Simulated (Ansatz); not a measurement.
Fe:

```
CELL_PARAMETERS angstrom
-1.44300 1.44300 1.44300
1.44300 -1.44300 1.44300
1.44300 1.44300 -1.44300
ATOMIC_POSITIONS crystal
Fe 0.00000 0.00000 0.00000
```

```yaml
Program: Ansatz 0.2.0
Task: relaxation of cell and atoms
Functional: PBE
Dispersion: D4
Potentials_or_basis: all-electron LAPW, scalar-relativistic
Basis_error_allowed: 0.001 eV/atom
k_mesh: 13 × 13 × 13
Occupations: fermi-dirac, width 0.05 eV
Spin: collinear spin, ferromagnetic start
Starting_moments: "[3.0] μB"
```

At the start: volume 12.02 Å³/atom.

How do energy, volume and symmetry change on relaxing?

Over 6 steps the energy falls by 49.0 meV/atom and the volume is 11.04 Å³/atom (-8.2 %); space group Im-3m (No. 229, to 0.05 Å); moment 2.08 μB per cell.

The path:
| step | energy change (eV) | largest force (eV/Å) | volume (Å³) |
| --- | --- | --- | --- |
| 1 | 0.0000 | 0.0000 | 12.02 |
| 2 | -0.0413 | 0.0000 | 11.40 |
| 3 | -0.0482 | 0.0000 | 10.92 |
| 4 | -0.0490 | 0.0000 | 11.04 |
| 5 | -0.0490 | 0.0000 | 11.04 |
| 6 | -0.0490 | 0.0000 | 11.04 |

Final structure:
```cif
data_structure
_symmetry_space_group_name_H-M 'P 1'
_symmetry_Int_Tables_number 1
_cell_length_a 2.4295
_cell_length_b 2.4295
_cell_length_c 2.4295
_cell_angle_alpha 109.471
_cell_angle_beta 109.471
_cell_angle_gamma 109.471
_cell_volume 11.04
loop_
_atom_site_label
_atom_site_type_symbol
_atom_site_fract_x
_atom_site_fract_y
_atom_site_fract_z
_atom_site_occupancy
Fe1 Fe 0.00000 0.00000 0.00000 1
```
